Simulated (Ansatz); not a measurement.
**NiO (zincblende structure)**

The computed numbers are results of PBE, scalar-relativistic (collinear spin) in the plane-wave PAW code Ansatz at 420 eV, 12×12×12 k-mesh, Gaussian smearing of 0.05 eV. The datasets are Ansatz's generated set soft_2.

```
Ni O
1.0
     0.00000    2.24095    2.24095
     2.24095    0.00000    2.24095
     2.24095    2.24095    0.00000
Ni O
1 1
Cartesian
  0.0000 0.0000 0.0000
  1.1205 1.1205 1.1205
```

The start was a prototype's sites filled with these elements. The Crystallography Open Database lists the compound in space group Fm-3m (rock salt), so this is a trial structure.

Magnetic state: ferromagnetic, site spin moments Ni 1.47; O 0.37 μB.

The run above is the reference. The same cell was run again with other input settings; several of them aren't fit for production, so the rows show the settings' effect and aren't properties of the material.

```tsv
keys changed	outcome	ΔE (meV/atom)	P (GPa)	gap on the mesh (eV)	cell moment (μB)	largest force component (eV/Å)	SCF iterations	rough core-seconds	new warnings
none (reference)	converged	0.0	0.0	metal	1.94	0.000	–	–	–
scf.lower_state_search: "light"; basis.xc_grid: 1	converged	0.0	0.0	metal	1.94	0.000	12	9	–
scf.initial_density.chi_scale: 0.1; scf.lower_state_search: "light"; accuracy: "medium"	converged	0.0	0.0	metal	1.94	0.000	12	10	–
```

These changes also left energy (to 0.1 meV/atom), pressure, gap, moment and forces as in the reference: crystal.symmetry: {"detect": false} | basis.xc_grid: 2 | scf.mixing.preconditioner: "kerker_dos".

ΔE is the energy with the smearing extrapolated to zero. It is left out where the change alters the Hamiltonian or the spin treatment. The varied runs start from atomic densities (corrected by the program's trained start where that serves), with the default search for lower states unless a row changes it, while the reference went on from a saved state, so a magnet may end in another state whatever the setting.

Question: What happens with these changes: scf.occupations.width: 0.05 → null; scf.occupations.method: "gaussian" → "tetrahedron_uncorrected"; hamiltonian.pseudopotentials: {"kind": "paw", "source": "jth"}?

Answer: outcome converged, P (GPa) -0.6, gap on the mesh (eV) metal, cell moment (μB) 1.93, largest force component (eV/Å) 0.000, SCF iterations 16, rough core-seconds 12, new warnings band table not solved further; cutoff below recommended; radial quadrature taken.

Other pseudopotential files need their own cutoff; where it is too low, pressure and moments show the cutoff and not the files.

3 further runs (cut off, refused for memory, with changed atoms or starts, or in doubt) are left out.

Of the reference: Site moments are of spin, integrated over atomic spheres. Compounds of this kind are often insulators, Mott or charge-transfer ones with an open 3d shell, so the metal found may come from the functional, which lacks a U or exact exchange, or from the structure. The moments were started parallel, and the real magnetic order may be another.
